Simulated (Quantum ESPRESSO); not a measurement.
## NaI under changes of volume

One of the cells (33.899 Å³/atom); the others are scaled copies at fixed shape and fractional positions:

```
I Na
1.0
     0.00000    3.23640    3.23640
     3.23640    0.00000    3.23640
     3.23640    3.23640    0.00000
I Na
1 1
Direct
  0.50000 0.50000 0.50000
  0.00000 0.00000 0.00000
```

* Program: Quantum ESPRESSO 7.5
* Functional: PBEsol
* Potentials or basis: PseudoDojo 0.4.1 SR PBEsol standard
* Cutoff: 1197 eV
* Density cutoff: 4789 eV
* k mesh: 7 × 7 × 7
* Occupations: fermi-dirac, width 0.05 eV
* Spin: no spin polarisation

| volume (Å³/atom) | energy over the lowest point (meV/atom) | pressure (GPa) | gap on the mesh (eV) |
| --- | --- | --- | --- |
| 31.865 | 1.44 | 0.5 | 3.67 |
| 32.543 | 0.00 | 0.1 | 3.61 |
| 33.221 | ? | ? | ? |
| 33.899 | 1.69 | -0.5 | 3.51 |
| 34.577 | 4.47 | -0.8 | 3.46 |
| 35.255 | 8.34 | -1.0 | 3.41 |
| 35.933 | 13.17 | -1.2 | 3.37 |

**Question.** What does the run at 33.221 Å³/atom give?

**Answer.** Energy over the lowest point 0.15 meV/atom; pressure -0.2 GPa; gap on the mesh 3.56 eV.

Worked out: A Birch-Murnaghan fit of order 3 (a polynomial in V^(-2/3)) to the other rows has its minimum at 32.81 Å³/atom with B0 = V·E''(V) = 17.2 GPa and B' = 5.0. It gives 0.15 meV/atom at 33.221 Å³/atom, against the run's 0.15, and -dE/dV = -0.2 GPa, against -0.2. A straight line through the other rows of the gap, of slope -2.5 eV per unit of ln V (its deformation potential), gives 3.56 eV, against the run's 3.56.

Energies are extrapolated to zero smearing.

Caveats: spin-orbit coupling is left out, which moves the levels of the heavy elements.
